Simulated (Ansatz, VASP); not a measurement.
# BaHfO3 (BaHfO3 (Pm-3m)) in two plane-wave programs, part 2 of 2

Aim: how closely do two programs agree when they are given the same cell, functional and k mesh? The cell is generated by rule, not measured, and may not be a known phase. The cell is taken from a series of runs on this material, whose earlier steps may have relaxed, scaled, displaced or heated it; both programs get it as it stands.

VASP 6.6.1 and Ansatz 0.2.0.

So far: Set-up; Ansatz: relaxation of cell and atoms, PBEsol.

**3. VASP: relaxation of cell and atoms, PBEsol**

Level of this step: PBEsol; plane waves and PAW (Ba_sv, Hf_pv, O); invented cell (VASP).

The same cell, functional and mesh now go to VASP, with its own data sets.

Lines of VASP's logs that name or quote its potential files are left out, and so is its time.

Contents of INCAR:

```
SYSTEM = BaHfO3
PREC = Accurate
ENCUT = 600
EDIFF = 1E-07
NELM = 120
ISMEAR = 0
SIGMA = 0.01
LREAL = .FALSE.
ALGO = Normal
GGA = PS
NBANDS = 25
LASPH = .TRUE.
LORBIT = 11
LWAVE = .FALSE.
LCHARG = .FALSE.
ISIF = 3
IBRION = 2
NSW = 80
EDIFFG = -0.005
GGA_COMPAT = .FALSE.
NELMIN = 4
EFERMI = MIDGAP
KPAR = 2
```

Contents of POSCAR:

```
BaHfO3
1.0
    4.1575940000      0.0000000000      0.0000000000
    0.0000000000      4.1575940000      0.0000000000
    0.0000000000      0.0000000000      4.1575940000
Ba Hf O
1 1 3
Direct
    0.0000000000      0.0000000000      0.0000000000
    0.5000000000      0.5000000000      0.5000000000
    0.5000000000      0.5000000000      0.0000000000
    0.0000000000      0.5000000000      0.5000000000
    0.5000000000      0.0000000000      0.5000000000
```

Contents of KPOINTS:

```
Automatic mesh
0
Gamma
7 7 7
0 0 0
```

PAW data sets: Ba_sv, Hf_pv and O (PBE family, release 64).

Launch:

```sh
$ mpirun -np 2 vasp_std
```

Numbers of over 12 decimals in the logs are rounded to 6 here.

Output:

```text
[banner, memory and clock lines left out]
running    2 mpi-ranks, on    1 nodes
 distrk:  each k-point on    1 cores,    2 groups
 distr:  one band on    1 cores,    1 groups

 POSCAR found type information on POSCAR BaHfO
 POSCAR found :  3 types and       5 ions
|                                                                             |
|               ----> ADVICE to this user running VASP <----                  |
|                                                                             |
|     You enforced a specific xc type in the INCAR file but a different       |
|     [... a line on the potential file left out ...]
|     I HOPE YOU KNOW WHAT YOU ARE DOING!                                     |
|                                                                             |

 LDA part: xc-table for (Slater+PW92), standard interpolation
 POSCAR, INCAR and KPOINTS ok, starting setup
 FFT: planning ... GRIDC
 FFT: planning ... GRID_SOFT
 FFT: planning ... GRID
 WAVECAR not read
 entering main loop
       N       E                     dE             d eps       ncg     rms          rms(c)
DAV:   1     0.247316402789E+03    0.24732E+03   -0.22865E+04  1000   0.165E+03
DAV:   2    -0.372890590396E+02   -0.28461E+03   -0.27355E+03  1259   0.348E+02
DAV:   3    -0.515296703957E+02   -0.14241E+02   -0.14194E+02  1309   0.760E+01
DAV:   4    -0.517831519656E+02   -0.25348E+00   -0.25326E+00  1380   0.945E+00
DAV:   5    -0.517871801190E+02   -0.40282E-02   -0.40277E-02  1315   0.851E-01    0.618E+01
DAV:   6    -0.457592343295E+02    0.60279E+01   -0.32446E+01  1108   0.329E+01    0.534E+01
DAV:   7    -0.455782731209E+02    0.18096E+00   -0.20083E+00  1352   0.917E+00    0.322E+01
DAV:   8    -0.455386246522E+02    0.39648E-01   -0.25459E-01  1169   0.405E+00    0.525E+00
DAV:   9    -0.455253408407E+02    0.13284E-01   -0.57735E-02  1178   0.163E+00    0.217E+00
DAV:  10    -0.455249552569E+02    0.38558E-03   -0.73541E-03  1254   0.544E-01    0.719E-01
DAV:  11    -0.455248283552E+02    0.12690E-03   -0.70752E-04  1261   0.170E-01    0.447E-02
DAV:  12    -0.455248432834E+02   -0.14928E-04   -0.62512E-05  1281   0.505E-02    0.129E-01
DAV:  13    -0.455248446562E+02   -0.13728E-05   -0.55969E-06  1250   0.158E-02    0.426E-03
DAV:  14    -0.455248444868E+02    0.16940E-06   -0.35499E-07  1205   0.372E-03    0.441E-03
DAV:  15    -0.455248443631E+02    0.12373E-06   -0.84916E-08   801   0.178E-03    0.269E-03
DAV:  16    -0.455248443608E+02    0.22255E-08   -0.21537E-08   621   0.903E-04
   1 F= -.45524844E+02 E0= -.45524844E+02  d E =-.455248E+02
 curvature:   0.00 expect dE= 0.000E+00 dE for cont linesearch  0.000E+00
 trial: gam= 0.00000 g(F)=  0.000E+00 g(S)=  0.154E-02 ort = 0.000E+00 (trialstep = 0.100E+01)
 search vector abs. value=  0.154E-02
 bond charge predicted
       N       E                     dE             d eps       ncg     rms          rms(c)
DAV:   1    -0.455340803188E+02   -0.92360E-02   -0.23946E-01  1029   0.357E+00    0.161E+00
DAV:   2    -0.455261582728E+02    0.79220E-02   -0.37796E-02  1065   0.117E+00    0.346E-01
DAV:   3    -0.455249035286E+02    0.12547E-02   -0.25217E-03  1310   0.350E-01    0.260E-01
DAV:   4    -0.455246440648E+02    0.25946E-03   -0.12297E-03  1252   0.218E-01    0.205E-01
DAV:   5    -0.455246426514E+02    0.14134E-05   -0.37572E-05  1414   0.323E-02    0.279E-01
DAV:   6    -0.455246639734E+02   -0.21322E-04   -0.28278E-05  1288   0.321E-02    0.590E-02
DAV:   7    -0.455246637331E+02    0.24029E-06   -0.36659E-06  1425   0.111E-02    0.377E-02
DAV:   8    -0.455246638314E+02   -0.98281E-07   -0.24807E-07  1012   0.315E-03
   2 F= -.45524664E+02 E0= -.45524664E+02  d E =0.180529E-03
 trial-energy change:    0.000181  1 .order    0.000108   -0.001541    0.001756
 step:   0.4347(harm=  0.4674)  dis= 0.00000  next Energy=   -45.525173 (dE=-0.329E-03)
 bond charge predicted
       N       E                     dE             d eps       ncg     rms          rms(c)
DAV:   1    -0.455281801769E+02   -0.35164E-02   -0.76824E-02  1025   0.202E+00    0.899E-01
DAV:   2    -0.455256793300E+02    0.25008E-02   -0.12008E-02  1065   0.661E-01    0.194E-01
DAV:   3    -0.455252799781E+02    0.39935E-03   -0.79786E-04  1310   0.196E-01    0.145E-01
DAV:   4    -0.455251930125E+02    0.86966E-04   -0.39358E-04  1247   0.123E-01    0.115E-01
DAV:   5    -0.455251943936E+02   -0.13811E-05   -0.11693E-05  1415   0.179E-02    0.154E-01
DAV:   6    -0.455251922099E+02    0.21837E-05   -0.85660E-06  1286   0.177E-02    0.348E-02
DAV:   7    -0.455251916317E+02    0.57818E-06   -0.12359E-06  1417   0.633E-03    0.220E-02
DAV:   8    -0.455251913702E+02    0.26150E-06   -0.83660E-08   679   0.192E-03    0.168E-02
DAV:   9    -0.455251910259E+02    0.34430E-06   -0.44064E-07  1053   0.399E-03    0.714E-03
DAV:  10    -0.455251910161E+02    0.97921E-08   -0.25931E-08   521   0.117E-03
   3 F= -.45525191E+02 E0= -.45525191E+02  d E =-.346655E-03
 curvature:  -0.23 expect dE=-0.933E-07 dE for cont linesearch -0.933E-07
 trial: gam=-0.01586 g(F)=  0.116E-63 g(S)=  0.401E-06 ort = 0.248E-04 (trialstep = 0.887E+00)
 search vector abs. value=  0.204E-09
 reached required accuracy - stopping structural energy minimisation
```

OUTCAR, selected parts (step 3):

```text
ion  position               nearest neighbor table
   1  0.000  0.000  0.000-   3 2.94   4 2.94   5 2.94   4 2.94   5 2.94   3 2.94   4 2.94   4 2.94
                             3 2.94   5 2.94   5 2.94   3 2.94   2 3.60   2 3.60   2 3.60   2 3.60
   2  0.500  0.500  0.500-   3 2.08   4 2.08   5 2.08   3 2.08   5 2.08   4 2.08   1 3.60   1 3.60
                             1 3.60   1 3.60   1 3.60   1 3.60   1 3.60   1 3.60
   3  0.500  0.500  0.000-   2 2.08   2 2.08   1 2.94   1 2.94   1 2.94   1 2.94
   4  0.000  0.500  0.500-   2 2.08   2 2.08   1 2.94   1 2.94   1 2.94   1 2.94
   5  0.500  0.000  0.500-   2 2.08   2 2.08   1 2.94   1 2.94   1 2.94   1 2.94

  LATTYP: Found a simple cubic cell.
 ALAT       =     4.1575940000

 Subroutine GETGRP returns: Found 48 space group operations
 (whereof 48 operations were pure point group operations)

The static configuration has the point symmetry O_h .

 Found     20 irreducible k-points:

   k-points           NKPTS =     20   k-points in BZ     NKDIM =     20   number of bands    NBANDS=     25

   dimension x,y,z NGX =    36 NGY =   36 NGZ =   36
   dimension x,y,z NGXF=    72 NGYF=   72 NGZF=   72

   ENCUT  =  600.0 eV  44.10 Ry    6.64 a.u.   8.30  8.30  8.30*2*pi/ulx,y,z

   NELECT =      38.0000    total number of electrons

 k-points in reciprocal lattice and weights: Automatic mesh
   0.00000000  0.00000000  0.00000000       0.003
   0.14285714  0.00000000  0.00000000       0.017
   0.28571429  0.00000000  0.00000000       0.017
   0.42857143  0.00000000  0.00000000       0.017
   0.14285714  0.14285714  0.00000000       0.035
   0.28571429  0.14285714  0.00000000       0.070
   0.42857143  0.14285714  0.00000000       0.070
   0.28571429  0.28571429  0.00000000       0.035
   0.42857143  0.28571429  0.00000000       0.070
[...]
0.42857143  0.42857143  0.28571429       0.070
   0.42857143  0.42857143  0.42857143       0.023

 average (electrostatic) potential at core
       1 -34.6123       2 -37.5389       3 -70.6450       4 -70.6450       5 -70.6450

 E-fermi :   4.1001

 k-point     1 :       0.0000    0.0000    0.0000
  band No.  band energies     occupation
    ...
     15       1.3624      2.00000
     16       1.3624      2.00000
     17       2.1787      2.00000
     18       2.1787      2.00000
     19       2.1787      2.00000
     20       5.8797      0.00000
     21       5.8797      0.00000
     22       5.8797      0.00000
     23       6.9762      0.00000
     24       6.9762      0.00000
    ...

 k-point     2 :       0.1429    0.0000    0.0000
  band No.  band energies     occupation
    ...
     15       1.1626      2.00000
     16       1.1972      2.00000
     17       1.6485      2.00000
     18       2.0938      2.00000
     19       2.0938      2.00000
     20       5.9698      0.00000
     21       6.3843      0.00000
     22       6.3843      0.00000
     23       7.3230      0.00000
     24       7.3282      0.00000
    ...

 k-point     3 :       0.2857    0.0000    0.0000
  band No.  band energies     occupation
    ...
     15       0.8204      2.00000
     16       0.8712      2.00000
     17       0.9172      2.00000
     18       1.9564      2.00000
     19       1.9564      2.00000
     20       6.2002      0.00000
     21       7.5195      0.00000
     22       7.5195      0.00000
     23       8.1032      0.00000
     24       8.1931      0.00000
    ...

  Total       -0.0037199     -0.0037199     -0.0037199     -0.0000000     -0.0000000     -0.0000000
  in kB       -0.0831715     -0.0831715     -0.0831715     -0.0000000     -0.0000000     -0.0000000
  external PRESSURE =      -0.0831715 kB  Pullay stress =       0.0000000 kB

  energy-cutoff  :      600.00
  volume of cell :       71.66
      direct lattice vectors                 reciprocal lattice vectors
     4.153569779 -0.000000000 -0.000000000     0.240756759  0.000000000 -0.000000000
    -0.000000000  4.153569779 -0.000000000     0.000000000  0.240756759 -0.000000000
     0.000000000  0.000000000  4.153569779     0.000000000  0.000000000  0.240756759

 POSITION                                       TOTAL-FORCE (eV/Angst)
 -----------------------------------------------------------------------------------
      0.00000      0.00000      0.00000         0.000000     -0.000000      0.000000
      2.07678      2.07678      2.07678         0.000000     -0.000000      0.000000
      2.07678      2.07678     -0.00000        -0.000000     -0.000000      0.000000
      0.00000      2.07678      2.07678        -0.000000     -0.000000      0.000000
      2.07678      0.00000      2.07678         0.000000      0.000000      0.000000
 -----------------------------------------------------------------------------------
    total drift:                                0.000000      0.000000      0.000000

  FREE ENERGIE OF THE ION-ELECTRON SYSTEM (eV)
  ---------------------------------------------------
  free  energy   TOTEN  =       -45.5251910161 eV

  energy  without entropy=      -45.5251910161  energy(sigma->0) =      -45.52519102

 reached required accuracy - stopping structural energy minimisation

 total charge
# of ion       s       p       d       tot
------------------------------------------
    1        1.998   5.619   0.289   7.907
    2        0.344   6.750   1.551   8.645
    3        1.550   3.485   0.000   5.035
    4        1.550   3.485   0.000   5.035
    5        1.550   3.485   0.000   5.035
--------------------------------------------------
tot          6.993  22.822   1.841  31.657

[... 3 further parts left out ...]
```

CONTCAR:

```
BaHfO3
   1.00000000000000
     4.1535697787127450   -0.0000000000000000   -0.0000000000000000
    -0.0000000000000000    4.1535697787127450   -0.0000000000000000
     0.0000000000000000    0.0000000000000000    4.1535697787127450
  Ba              Hf              O
     1     1     3
Direct
     0.0000000000000000    0.0000000000000000    0.0000000000000000
     0.5000000000000000    0.5000000000000000    0.5000000000000000
     0.5000000000000000    0.5000000000000000    0.0000000000000000
     0.0000000000000000    0.5000000000000000    0.5000000000000000
     0.5000000000000000    0.0000000000000000    0.5000000000000000
```

Harder data sets than Ba_sv and Hf_pv exist (the GW ones), and pressures, volumes and forces can shift noticeably with them.

**4. Side by side**

Known differences besides the potentials themselves: fixed occupations in Ansatz, narrow Gaussian smearing in VASP; the data sets hold 54 valence electrons in Ansatz (on its default PAW (the set named soft_2) files) and 38 in VASP; the cutoff is 420 eV in Ansatz and 600 eV in VASP; Ansatz makes its cores anew for this functional, VASP keeps those of its PBE data sets; Ansatz adds a Pulay correction to the stress that steers its cell, VASP none. Total energies have different zeros and are not compared.

Both answers:

```csv
quantity,Ansatz,VASP,difference
volume (Å³),71.87,71.66,+0.29 %
"edge a after relaxation, in the typed setting (Å)",4.158,4.154,+0.10 %
```

**5. Summary of results**

* difference in volume (relaxation of cell and atoms, PBEsol): 0.29 %

The difference in volume is 0.29 % (relaxation of cell and atoms, PBEsol), within the 1.2 % picked in this series as the mark of a large difference, as far as the stopping tolerances let one tell. The data sets hold unlike numbers of valence electrons (54 in Ansatz and 38 in VASP), so part of the differences comes from the potentials. Such differences can come from data sets, numerical settings and the points named under the comparisons, not from the functional's error against experiment.

[Lines on the potential files, build, host, timing and source positions are cut from VASP's logs without a mark.]

[Logs are printed without paths, hosts, clocks, repeated set-up lines and the standing remarks that a program may print on its own settings, such as how far it seeks lower states.]

[Hosts, paths, dates, database ids (printed as entryN), source tags and the programs' standing remarks are cut or masked in the printed files.]
